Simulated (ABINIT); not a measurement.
Runs of ABINIT 10.8.3 (patched build) on MnO. The structure is cubic, space group Fm-3m (No. 225). The conventional cell has a = 4.448 Å, b = 4.448 Å, c = 4.448 Å, α = 90.00°, β = 90.00°, γ = 90.00°. Mn (site symmetry m-3m) is surrounded by 6 O at 2.22 Å. O (site symmetry m-3m) has 6 Mn at 2.22 Å as nearest neighbours. The cell is a database's computed one.

```csv
task,level,potentials or basis,U,cell,k mesh,cutoff (eV),bands in the sums,broadening (eV),scissor shift (eV),tensor components,double counting (usepawu),gap on the mesh (eV),pressure (GPa),moment (μB),relaxed volume (Å³/atom)
single point,LDA,PseudoDojo NC SR LDA v0.4.1 standard,-,cell relaxed,8 × 8 × 8,1306,-,-,-,-,-,none,0.0,3.99,-
optical spectrum,PBEsol,PseudoDojo NC SR PBEsol v0.4.1 standard,-,as given,"6 × 6 × 6, with 4 shifts",1143,16,0.05,0,[11],-,-,-8.2,(c),-
single point,PBE+U,JTH PAW PBE v2.0,"Mn d U = 6.2 eV, J = 0.7 eV",as given,8 × 8 × 8,707,-,-,-,-,4,0.71,6.8,(a),-
phonons,LDA,PseudoDojo NC SR LDA v0.4.1 standard,-,cell relaxed at zero pressure by an earlier run,"6 × 6 × 6, with 4 shifts",1306,-,-,-,-,-,-,(b),4.13,-
relaxation of cell and atoms,LDA,PseudoDojo NC SR LDA v0.4.1 standard,-,relaxed,8 × 8 × 8,1306,-,-,-,-,-,none,0.0,3.99,9.31
relaxation of cell and atoms,LDA,JTH PAW LDA v2.0,-,relaxed,8 × 8 × 8,707,-,-,-,-,-,none,0.0,3.93,9.33
phonons,LDA,JTH PAW LDA v2.0,-,cell relaxed at zero pressure by an earlier run,"6 × 6 × 6, with 4 shifts",707,-,-,-,-,-,-,2.8,(d),-
```

Alike in all rows: spin collinear, ferromagnetic start; smearing fermi-dirac 0.05 eV.

**Question.** Fill in the values left out.

**Answer.** (a) 5.00; (b) 3.0; (c) 4.81; (d) 4.06.

Caveats: a cell with one magnetic atom can't hold antiferromagnetic order, which such compounds often take; semilocal functionals often make such compounds metallic where correlation or magnetic order opens a gap, which also shifts bond lengths (some runs); the mesh is coarse for a metal's response (some runs); the volume moved by over 15 % at a fixed basis, so the end points are rough (some runs); the intraband (Drude) term is left out (some runs); spectra need much finer meshes, so this one isn't converged (some runs); independent-particle spectra lack excitons (some runs).

A k mesh can miss the band edges.

A gap of «none» marks a metal or a gap under the smearing width.
